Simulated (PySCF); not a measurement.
Computed with PySCF, delta-SCF UKS SCAN, pcX-2 on the ionised atom, pcseg-1 elsewhere, spin-free X2C. Geometries: PBE0-D3(BJ)/def2-SVP; isolated species, one conformer each. Values against the vacuum level.

Question: Order these sites by rising C 1s binding energy.
A. C2 in `[CH3:1][C@@H:2]1[CH2:3][O:4]1`
B. C2 in `[CH3:1][C:2]([CH3:3])=[O:4]`
C. C8 in `[CH2:1]=[C:2]1[CH2:3][CH2:4][C@@:5]1([CH3:6])[O:7][CH3:8]`
D. Carbon in `[AlH3-][CH2]Cl`
E. C3 in `[N:1]#[C:2][CH-:3][C:4]#[N:5]`
F. Carbon in `CP(C)(=O)O`

Answer: E (285.73 eV), D (286.39 eV), F (291.03 eV), C (291.83 eV), A (292.30 eV), B (293.56 eV).

The highest is bonded to O (double bond) and 2 C, the lowest to 2 C and H in a species of charge -1; the range is 7.83 eV.

Question: Rank by computed O 1s binding energy, lowest first.
A. O5 in `[CH3:1][P:2]([CH3:3])(=[O:4])[OH:5]`
B. Oxygen in `ClC(Cl)(Cl)[SiH2][O][GeH3]`
C. Oxygen in `C[C@@H]1CO1`

Answer: B (537.74 eV), C (538.41 eV), A (539.19 eV).

From the lowest up, the atoms are bonded to: Ge and Si (537.74); 2 C (538.41); H and P (539.19).

1 of these hole states is spin-contaminated (⟨S²⟩ 0.85, against 0.75; counted from 0.85) and less certain. The basis sets have no added diffuse functions, a weakness for anions.
